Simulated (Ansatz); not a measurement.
# ZnSe: the cost of one run

All numbers below are computed with Ansatz 0.2.0 (DFT PBEsol, scalar-relativistic, plane waves, PAW).

3 further runs of the same task are left out: 3 set aside as unsound or not needed. Runs told in other sessions of the task aren't counted.

## (1) Starting point

The cell holds 31 atoms (Se16Zn15): a = 9.757 Å, b = 9.757 Å, c = 9.757 Å, α = 109.47°, β = 109.47°, γ = 109.47°.

The coordinates of this cell stand in the input of its own run.

The host was relaxed before at PBEsol: a = 5.633 Å, b = 5.633 Å, c = 5.633 Å, α = 90.00°, β = 90.00°, γ = 90.00° (conventional cell), 22.345 Å³/atom.

Places, in fractions of the supercell: a vacancy on Zn at (0.250, 0.250, 0.500). Its neighbours start displaced at random, with a spread of 0.03 Å in each coordinate.

## (2) Band edges of the host over the zone

input.yaml

```yaml
crystal:
  lattice:
    - [0.0, 2.8166236589, 2.8166236589]
    - [2.8166236589, 0.0, 2.8166236589]
    - [2.8166236589, 2.8166236589, 0.0]
  atoms:
    - { symbol: Zn, position: [0.0, 0.0, 0.0] }
    - { symbol: Se, position: [0.75, 0.75, 0.75] }
basis:
  ecutwfc: 420
  xc_grid: 2
kpoints:
  mp_grid: { grid: [8, 8, 8] }
  band_path: { path: [VBM, CBM], npoints: 2 }
hamiltonian:
  xc: pbesol
scf:
  occupations: { method: gaussian, width: 0.02 }
output:
  forces: true
  stress: true
  eigenvalues: true
```

The run is started by

```sh
$ ansatz run input.yaml --threads 8 --pin off --max-ram 16384MiB --backend cpu --events-out ev --progress --plain --runs-dir out
```

Q: Estimate wall time and peak memory on 8 threads of AMD EPYC 7B13 (Zen 3), shared host.

About 1.2 s, with a peak of 0.44 GiB.
